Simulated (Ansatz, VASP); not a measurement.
## AlN (AlN (P6_3mc)): VASP beside Ansatz

Aim: how closely do two programs agree when they are given the same cell, functional and k mesh? The cell is taken from a series of runs on this material, whose earlier steps may have relaxed, scaled, displaced or heated it; both programs get it as it stands.

Calculated with Ansatz 0.2.0; plane waves, with VASP 6.6.1 beside it; relaxation of cell and atoms at PBE.

### Step 1. The starting structure

Symmetry: P6_3mc, No. 186, hexagonal system. Conventional cell: a = 3.129 Å, b = 3.129 Å, c = 5.017 Å, α = 90.00°, β = 90.00°, γ = 120.00°. Nearest to Al lie 4 N at 1.90 to 1.91 Å. N has 4 Al at 1.90 to 1.91 Å nearest. Farther neighbours and most contacts between anions are not listed.

### Step 2. Ansatz: relaxation of cell and atoms, PBE

Ansatz runs on its PAW soft_1 files.

The relaxed volume is the usual yardstick between codes: in a stiff, nearly cubic crystal its relative difference is about their pressure difference at one cell divided by the bulk modulus.

Input file input.yaml:

```yaml
crystal:
  lattice:
    - [3.1285881, 0.0, 0.0]
    - [-1.5642941, 2.7094368, 0.0]
    - [0.0, 0.0, 5.016955]
  atoms:
    - { symbol: Al, position: [0.66666667, 0.33333333, 0.499287] }
    - { symbol: Al, position: [0.33333333, 0.66666667, 0.999287] }
    - { symbol: "N", position: [0.66666667, 0.33333333, 0.880713] }
    - { symbol: "N", position: [0.33333333, 0.66666667, 0.380713] }
basis:
  ecutwfc: 420
  xc_grid: 2
hamiltonian:
  xc: pbe
  pseudopotentials: { kind: paw, azcp: { folder: soft_1 } }
kpoints:
  mp_grid: { grid: [10, 10, 6] }
scf:
  occupations: { method: fixed }
  max_iter: 100
relax:
  f_tol: 0.005
  max_steps: 60
  cell: {}
output:
  forces: true
  stress: true
checkpoint:
  write: "../cell.run"
  compress: false
  write_wavefunctions: false
  write_every: 100000
```

On the command line:

```
$ ansatz run input.yaml --threads 4 --pin off --max-ram 7536MiB --backend cpu --events-out ev --progress --plain --runs-dir out
```

Numbers of over 12 decimals in the logs are rounded to 6 here.

The program printed:

```text
Engine: ansatz 0.2.0, aarch64-unknown-linux-gnu
Pseudopotentials: kind: paw
Pseudopotential: Al, paw, valence charge 3, recommended cutoff 420 eV (normal), soft_1/Al.paw.azcp
Pseudopotential: N, paw, valence charge 5, recommended cutoff 420 eV (normal), soft_1/N.paw.azcp
Functional definition: PBE
  parameter kappa = 0.804
  parameter beta = 0.066725
  exchange = pbe_x(kappa = kappa, mu = beta*pi^2/3)
  correlation = pbe_c(beta = beta)
Crystal: 4 atoms, lattice volume = 42.527 Å³
Basis set: ecut = 420 eV, 833 PW (Γ), exchange–correlation on 48×48×72 points (8 copies of the dense FFT grid, shifted against one another)
Bands: 12, of which v1, the nominal top of the filled ones, is band 8 counted from 1 (7 counted from 0)
Symmetry: 12 space group operations
Space group: P63mc (ITA 186), of the structure as read, at distance tolerance 3.5e-5 Å
k-points: 56 of 600 (time reversal used)
Non-local potential: Al, projectors of the file, l = 0: 2, l = 1: 2, l = 2: 1
Non-local potential: N, projectors of the file, l = 0: 2, l = 1: 2, l = 2: 1
PAW form: soft (Blöchl's): semilocal exchange-correlation on the pseudo side does not see the compensation charge
PAW one-centre angular grid: Al, 110 points (default); XC on 64 Gauss nodes
PAW one-centre angular grid: N, 110 points (default); XC on 64 Gauss nodes
Initial density: superposition of atomic densities (chi_scale 0.1, normalization cell, long waves kept (reshape's long-wave potential 0.00 eV rms))
Initial wavefunctions: pseudopotential atomic-orbital guess
Functional: x = pbe(κ = 0.804, μ = 0.219515), c = pbe(β = 0.066725)
SCF iter   1: F=—  HF=-1851.340518 eV  |F-HF|=—  |Δ(HF+E_count)|=         —  Δρ=1.36e-1  dr2=9.68e0  ethr=3.10e-3  ⟨swp⟩=4.7  Hψ=3572  notcnv=0  defer=22
preconditioner: auto → none  [insulator: Δε(μ)=5.285 eV  Ē_g=14.103 eV  n_scr=2 (ndim 8)  ℏωp=22.8 eV  f_vac=0.000  ε∞_Penn≈3.6]
SCF iter   2: F=—  HF=-1848.951730 eV  |F-HF|=—  |Δ(HF+E_count)|=    2.39e0  Δρ=7.68e-2  dr2=1.51e0  ethr=3.10e-3  ⟨swp⟩=3.2  Hψ=2054  notcnv=0  defer=106
SCF iter   3: F=—  HF=-1848.531098 eV  |F-HF|=—  |Δ(HF+E_count)|=   4.21e-1  Δρ=2.31e-2  dr2=1.16e-1  ethr=3.10e-3  ⟨swp⟩=2.2  Hψ=1589  notcnv=0  defer=103
SCF iter   4: F=—  HF=-1848.519450 eV  |F-HF|=—  |Δ(HF+E_count)|=   1.16e-2  Δρ=1.39e-3  dr2=4.10e-4  ethr=7.27e-4  ⟨swp⟩=2.0  Hψ=816  notcnv=0  defer=112
SCF iter   5: F=—  HF=-1848.519306 eV  |F-HF|=—  |Δ(HF+E_count)|=   1.44e-4  Δρ=3.80e-4  dr2=1.53e-5  ethr=2.56e-6  ⟨swp⟩=2.1  Hψ=1075  notcnv=0  defer=112
SCF iter   6: F=—  HF=-1848.519290 eV  |F-HF|=—  |Δ(HF+E_count)|=   1.58e-5  Δρ=2.76e-5  dr2=2.07e-7  ethr=9.58e-8  ⟨swp⟩=2.0  Hψ=1115  notcnv=0  defer=2
SCF iter   7: F=-1848.519290 eV  HF=-1848.519290 eV  |F-HF|=1.14e-9  |Δ(HF+E_count)|=   8.16e-8  Δρ=3.55e-6  dr2=3.11e-9  ethr=6.25e-10  ⟨swp⟩=4.0  Hψ=2126  notcnv=0
SCF 1 converged in 7 iterations: F = -1848.519290 eV  dr2 = 3.11e-9
  greatest PAW one-centre occupation: 0.788 electrons in one spin orbital (limit 2), on the N atom at site 3 (counted from 0), in its partial waves of l = 0
relax step   1: F+E_penalty+E_count = -1848.51929032 eV  Δ(F+E_penalty+E_count) = +0.000e0 eV  max|allowed force component| = 3.955e-3 eV/Å  Δτ_max = 0.0000 Å  P = +0.167 GPa  Ω = 42.527 Å³  (7 SCF iters, dr2 threshold 1.00e-7 eV, accepted)
[...]
relax step   2: F+E_penalty+E_count = -1848.51927826 eV  Δ(F+E_penalty+E_count) = +1.206e-5 eV  max|allowed force component| = 2.694e-3 eV/Å  Δτ_max = 0.0002 Å  P = +0.081 GPa  Ω = 42.545 Å³  energy of the carried Pulay correction = -2.893e-5 eV  (3 SCF iters, dr2 threshold 8.52e-8 eV, accepted)
[...]
relax step   3: F+E_penalty+E_count = -1848.51925485 eV  Δ(F+E_penalty+E_count) = +2.341e-5 eV  max|allowed force component| = 5.397e-4 eV/Å  Δτ_max = 0.0001 Å  P = -0.002 GPa  Ω = 42.563 Å³  energy of the carried Pulay correction = -5.727e-5 eV  (4 SCF iters, dr2 threshold 1.82e-8 eV, accepted)
[...]
relax step   4: F+E_penalty+E_count = -1848.51932032 eV  Δ(F+E_penalty+E_count) = -6.547e-5 eV  max|allowed force component| = 5.511e-4 eV/Å  Δτ_max = 0.0000 Å  P = +0.001 GPa  Ω = 42.563 Å³  stress off target by 3.18e-3 GPa  SCF on the basis re-selected at this cell (its energy is not comparable with the rows above)  (5 SCF iters)
basis re-selected at this cell: Δ(F+E_penalty+E_count) = -6.547e-5 eV, ΔP = +0.003 GPa vs the last step (what re-selecting the basis moved, of the pressure what is left beyond the Pulay correction that the steps carried, after the strain that the cell walked since its last selection, with what the two solves' SCF thresholds leave and, on support functions, any second-order correction that the steps lacked; it is no m [...]
SCF converged after 5 iterations
Free energy (F): -1848.519320 eV
Harris-Foulkes:  -1848.519320 eV  (|F-HF|=2.96e-12)
Internal energy: -1848.519320 eV  (E = F + TS)
E sigma→0 (E₀):  -1848.519320 eV
Fermi energy:    6.940179 eV
--- Per-component energies (eV) ---
  E_band       = 27.817569
  E_kinetic    = 311.848211
  E_local      = -424.286288  (includes V_loc(G=0)·N_el)
  E_nonlocal   = 88.822501
  E_hartree    = 156.411289
  E_xc         = -197.684180
  E_vxc        = -213.436508  (∫ρ·V_xc dr)
  E_paw        = -1195.499879  (= ΣΔE_a)
  E_vpaw       = -47.954671  (= ΣTr[D̂ρ^β])
  E_aug_tail   = 0.001714  (compensation charges beyond the density's cutoff)
  E_ewald      = -588.132688
  E_smearing   = -0.000000  (= −TS)
  E_closure    = -0.000000  (closes the sum)
  Σ components = -1848.519320   (vs F -1848.519320, Δ=0.00e0)
--- Forces (eV/Å), atoms counted from 1 ---
  atom   1  Al     0.00000000     0.00000000    -0.00055191
  atom   2  Al    -0.00000000     0.00000000    -0.00055191
  atom   3  N      0.00000000     0.00000000     0.00055023
  atom   4  N     -0.00000000    -0.00000000     0.00055023
  max |Σ_I F_I| component: 3.36e-6 eV/Å
--- Stress (GPa, compression-positive) ---
       -0.000455      -0.000000      -0.000000
       -0.000000      -0.000455      -0.000000
       -0.000000      -0.000000       0.003175
  P = ⅓ Tr σ = 0.0008 GPa (0.008 kbar)
--- Relaxed structure (3 steps of the walk, 3 accepted, 1 SCFs on fresh bases) ---
  F+E_penalty+E_count = -1848.51932032 eV   max|allowed force component| = 5.511e-4 eV/Å   (the final SCF, on the basis selected at the relaxed cell)
  cell:  # Å, volume = 42.5629 Å³
    - [3.129757, 2.8878298454078277e-8, 0]
    - [-1.564879, 2.710449, 0]
    - [0, 0, 5.017403]
  atoms:
    - { symbol: Al, position: [0.666667, 0.333333, 0.499235] }
    - { symbol: Al, position: [0.333333, 0.666667, 0.999235] }
    - { symbol: N, position: [0.666667, 0.333333, 0.880765] }
    - { symbol: N, position: [0.333333, 0.666667, 0.380765] }
```

In the SCF lines HF is the Harris–Foulkes energy and dr2 the Hartree energy of the density residual, in eV; the loop may stop once dr2 is under the threshold and the program's other checks hold. Hψ counts applications of the Hamiltonian.

### Step 3. VASP: relaxation of cell and atoms, PBE

The same cell, functional and mesh now go to VASP, with its own data sets.

Lines of VASP's logs that name or quote its potential files are left out, and so is its time.

Input file INCAR:

```
SYSTEM = AlN
PREC = Accurate
ENCUT = 600
EDIFF = 1E-07
NELM = 120
ISMEAR = 0
SIGMA = 0.01
LREAL = .FALSE.
ALGO = Normal
GGA = PE
NBANDS = 14
LORBIT = 11
LWAVE = .FALSE.
LCHARG = .FALSE.
ISIF = 3
IBRION = 2
NSW = 80
EDIFFG = -0.005
LASPH = .TRUE.
GGA_COMPAT = .FALSE.
NELMIN = 4
EFERMI = MIDGAP
```

Input file POSCAR:

```
AlN
1.0
    3.1285880000      0.0000000000      0.0000000000
   -1.5642940000      2.7094370000      0.0000000000
    0.0000000000      0.0000000000      5.0169550000
Al N
2 2
Direct
    0.6666667282      0.3333334564      0.4992869181
    0.3333332718      0.6666665436      0.9992870177
    0.6666667282      0.3333334564      0.8807129025
    0.3333332718      0.6666665436      0.3807130022
```

Input file KPOINTS:

```
Automatic mesh
0
Gamma
10 10 6
0 0 0
```

PAW data sets: Al and N (PBE family, release 64).

On the command line:

```
$ mpirun -np 1 vasp_std
```

The program printed:

```text
[banner, memory and clock lines left out]
running    1 mpi-ranks, on    1 nodes
 distrk:  each k-point on    1 cores,    1 groups
 distr:  one band on    1 cores,    1 groups

 POSCAR found type information on POSCAR AlN
 POSCAR found :  2 types and       4 ions
 LDA part: xc-table for (Slater+PW92), standard interpolation
 POSCAR, INCAR and KPOINTS ok, starting setup
 FFT: planning ... GRIDC
 FFT: planning ... GRID_SOFT
 FFT: planning ... GRID
 WAVECAR not read
 entering main loop
       N       E                     dE             d eps       ncg     rms          rms(c)
DAV:   1     0.528978102684E+02    0.52898E+02   -0.79993E+03  1568   0.114E+03
DAV:   2    -0.300661656664E+02   -0.82964E+02   -0.75180E+02  2236   0.223E+02
DAV:   3    -0.344322664358E+02   -0.43661E+01   -0.43447E+01  2126   0.538E+01
DAV:   4    -0.344647873006E+02   -0.32521E-01   -0.32516E-01  1784   0.522E+00
DAV:   5    -0.344651985787E+02   -0.41128E-03   -0.41125E-03  2144   0.585E-01    0.121E+01
DAV:   6    -0.297576017929E+02    0.47076E+01   -0.13205E+01  2012   0.283E+01    0.414E+00
DAV:   7    -0.297957677255E+02   -0.38166E-01   -0.81696E-01  1718   0.649E+00    0.289E+00
DAV:   8    -0.297895762953E+02    0.61914E-02   -0.81637E-02  1814   0.290E+00    0.567E-01
DAV:   9    -0.297830104669E+02    0.65658E-02   -0.20979E-02  2132   0.108E+00    0.253E-01
DAV:  10    -0.297837136529E+02   -0.70319E-03   -0.32777E-03  1754   0.402E-01    0.161E-01
DAV:  11    -0.297835683402E+02    0.14531E-03   -0.37416E-04  1988   0.155E-01    0.372E-02
DAV:  12    -0.297835712940E+02   -0.29538E-05   -0.17607E-05  1958   0.375E-02    0.909E-03
DAV:  13    -0.297835712142E+02    0.79730E-07   -0.83718E-06  2030   0.235E-02    0.654E-03
DAV:  14    -0.297835711721E+02    0.42120E-07   -0.55501E-07  1940   0.655E-03
   1 F= -.29783571E+02 E0= -.29783571E+02  d E =-.297836E+02
 curvature:   0.00 expect dE= 0.000E+00 dE for cont linesearch  0.000E+00
 trial: gam= 0.00000 g(F)=  0.206E-05 g(S)=  0.464E-04 ort = 0.000E+00 (trialstep = 0.100E+01)
 search vector abs. value=  0.485E-04
 bond charge predicted
       N       E                     dE             d eps       ncg     rms          rms(c)
DAV:   1    -0.297836553050E+02   -0.84091E-04   -0.17469E-03  1766   0.355E-01    0.585E-02
DAV:   2    -0.297835810118E+02    0.74293E-04   -0.20129E-04  1874   0.110E-01    0.146E-02
DAV:   3    -0.297835808642E+02    0.14759E-06   -0.14018E-05  1946   0.305E-02    0.502E-03
DAV:   4    -0.297835806264E+02    0.23781E-06   -0.48820E-07  2006   0.622E-03    0.269E-03
DAV:   5    -0.297835807226E+02   -0.96228E-07   -0.92455E-08  1186   0.255E-03
   2 F= -.29783581E+02 E0= -.29783581E+02  d E =-.955049E-05
 trial-energy change:   -0.000010  1 .order   -0.000006   -0.000048    0.000036
 step:   0.6290(harm=  0.5722)  dis= 0.00010  next Energy=   -29.783587 (dE=-0.161E-04)
 bond charge predicted
       N       E                     dE             d eps       ncg     rms          rms(c)
DAV:   1    -0.297835985815E+02   -0.17955E-04   -0.23718E-04  1754   0.131E-01    0.219E-02
DAV:   2    -0.297835878964E+02    0.10685E-04   -0.27883E-05  1832   0.410E-02    0.558E-03
DAV:   3    -0.297835877138E+02    0.18267E-06   -0.19323E-06  1976   0.113E-02    0.193E-03
DAV:   4    -0.297835875841E+02    0.12965E-06   -0.60908E-08  1234   0.232E-03    0.979E-04
DAV:   5    -0.297835874920E+02    0.92070E-07   -0.12251E-08   976   0.127E-03
   3 F= -.29783587E+02 E0= -.29783587E+02  d E =-.163199E-04
 curvature:  -0.28 expect dE=-0.414E-06 dE for cont linesearch -0.590E-07
 trial: gam= 0.00000 g(F)=  0.339E-06 g(S)=  0.114E-05 ort =-0.319E-05 (trialstep = 0.926E+00)
 search vector abs. value=  0.147E-05
 reached required accuracy - stopping structural energy minimisation
```

OUTCAR, selected parts (step 3):

```text
ion  position               nearest neighbor table
   1  0.667  0.333  0.499-   4 1.90   4 1.90   4 1.90   3 1.91   2 3.09   2 3.09   2 3.09   2 3.09
                             2 3.09   2 3.09
   2  0.333  0.667  0.999-   3 1.90   3 1.90   3 1.90   4 1.91   1 3.09   1 3.09   1 3.09   1 3.09
                             1 3.09   1 3.09
   3  0.667  0.333  0.881-   2 1.90   2 1.90   2 1.90   1 1.91
   4  0.333  0.667  0.381-   1 1.90   1 1.90   1 1.90   2 1.91

  LATTYP: Found a hexagonal cell.
 ALAT       =     3.1285880000
 C/A-ratio  =     1.6035844285

 Subroutine GETGRP returns: Found 12 space group operations
 (whereof  6 operations were pure point group operations)

The static configuration has the point symmetry C_3v.
 The point group associated with its full space group is C_6v.

 Found     56 irreducible k-points:

   k-points           NKPTS =     56   k-points in BZ     NKDIM =     56   number of bands    NBANDS=     14

   dimension x,y,z NGX =    28 NGY =   28 NGZ =   40
   dimension x,y,z NGXF=    56 NGYF=   56 NGZF=   80

   ENCUT  =  600.0 eV  44.10 Ry    6.64 a.u.   6.25  6.25 10.02*2*pi/ulx,y,z

   NELECT =      16.0000    total number of electrons

 k-points in reciprocal lattice and weights: Automatic mesh
   0.00000000  0.00000000  0.00000000       0.002
   0.10000000 -0.00000000  0.00000000       0.010
   0.20000000 -0.00000000  0.00000000       0.010
   0.30000000  0.00000000  0.00000000       0.010
   0.40000000 -0.00000000  0.00000000       0.010
   0.50000000  0.00000000  0.00000000       0.005
   0.10000000  0.10000000  0.00000000       0.010
   0.20000000  0.10000000  0.00000000       0.020
   0.30000000  0.10000000  0.00000000       0.020
[...]
0.40000000  0.20000000  0.50000000       0.010
   0.30000000  0.30000000  0.50000000       0.010

 average (electrostatic) potential at core
       1 -71.8994       2 -71.8994       3 -60.1220       4 -60.1220

 E-fermi :   8.0134

 k-point     1 :       0.0000    0.0000    0.0000
  band No.  band energies     occupation
    ...
      4       5.1392      2.00000
      5       5.1392      2.00000
      6       5.7816      2.00000
      7       5.7816      2.00000
      8       5.9819      2.00000
      9      10.0448      0.00000
     10      12.5125      0.00000
     11      16.4544      0.00000
     12      17.0282      0.00000
     13      17.0282      0.00000
    ...

 k-point     2 :       0.1000   -0.0000    0.0000
  band No.  band energies     occupation
    ...
      4       4.5637      2.00000
      5       4.9786      2.00000
      6       5.2117      2.00000
      7       5.7594      2.00000
      8       5.9263      2.00000
      9      10.6239      0.00000
     10      13.0210      0.00000
     11      15.9466      0.00000
     12      16.2398      0.00000
     13      17.3873      0.00000
    ...

 k-point     3 :       0.2000   -0.0000    0.0000
  band No.  band energies     occupation
    ...
      4       3.2690      2.00000
      5       4.1098      2.00000
      6       4.6286      2.00000
      7       5.6550      2.00000
      8       5.7255      2.00000
      9      11.6641      0.00000
     10      13.6880      0.00000
     11      14.6003      0.00000
     12      15.6088      0.00000
     13      17.8672      0.00000
    ...

  Total        0.0064656      0.0064656     -0.0032432      0.0000000      0.0000000     -0.0000000
  in kB        0.2437836      0.2437837     -0.1222858      0.0000000      0.0000000     -0.0000000
  external PRESSURE =       0.1217605 kB  Pullay stress =       0.0000000 kB

  energy-cutoff  :      600.00
  volume of cell :       42.49
      direct lattice vectors                 reciprocal lattice vectors
     3.127754411  0.000000000 -0.000000000     0.319718197  0.184589366 -0.000000000
    -1.563877206  2.708715091  0.000000000     0.000000000  0.369178731  0.000000000
     0.000000000 -0.000000000  5.015540819     0.000000000  0.000000000  0.199380293

 POSITION                                       TOTAL-FORCE (eV/Angst)
 -----------------------------------------------------------------------------------
      1.56388      0.90291      2.50409        -0.000000     -0.000000     -0.001325
      0.00000      1.80581      5.01187        -0.000000      0.000000     -0.001325
      1.56388      0.90291      4.41735         0.000000     -0.000000      0.001325
      0.00000      1.80581      1.90958         0.000000     -0.000000      0.001325
 -----------------------------------------------------------------------------------
    total drift:                               -0.000000     -0.000220      0.000553

  FREE ENERGIE OF THE ION-ELECTRON SYSTEM (eV)
  ---------------------------------------------------
  free  energy   TOTEN  =       -29.7835874920 eV

  energy  without entropy=      -29.7835874920  energy(sigma->0) =      -29.78358749

 reached required accuracy - stopping structural energy minimisation

 total charge
# of ion       s       p       d       tot
------------------------------------------
    1        0.366   0.432   0.000   0.798
    2        0.366   0.432   0.000   0.798
    3        1.219   2.619   0.000   3.838
    4        1.219   2.619   0.000   3.838
--------------------------------------------------
tot          3.170   6.101   0.000   9.271

[... 3 further parts left out ...]
```

The run keeps the 12 symmetry operations of its start, so it cannot find a distortion of lower symmetry.

### Step 4. Side by side

Known differences besides the potentials themselves: fixed occupations in Ansatz, narrow Gaussian smearing in VASP; the cutoff is 420 eV in Ansatz and 600 eV in VASP; Ansatz adds a Pulay correction to the stress that steers its cell, VASP none. Total energies have different zeros and are not compared.

The two programs side by side:

```
                                         quantity  Ansatz   VASP  difference
                                      volume (Å³)   42.56  42.49     +0.17 %
edge a after relaxation, in the typed setting (Å)   3.130  3.128     +0.06 %
edge c after relaxation, in the typed setting (Å)   5.017  5.016     +0.04 %
```

### Step 5. Results

```yaml
difference_in_volume_relaxation_of_cell_and_atoms_pbe: 0.17 %
```

The difference in volume is 0.17 % (relaxation of cell and atoms, PBE), within the 1.2 % picked in this series as the mark of a large difference, as far as the stopping tolerances let one tell. How closely two codes agree says nothing of how well the functional describes the real material.

[Lines on the potential files, build, host, timing and source positions are cut from VASP's logs without a mark.]

[Logs are printed without paths, hosts, clocks, repeated set-up lines and the standing remarks that a program may print on its own settings, such as how far it seeks lower states.]

[Hosts, paths, dates, database ids (printed as entryN), source tags and the programs' standing remarks are cut or masked in the printed files.]
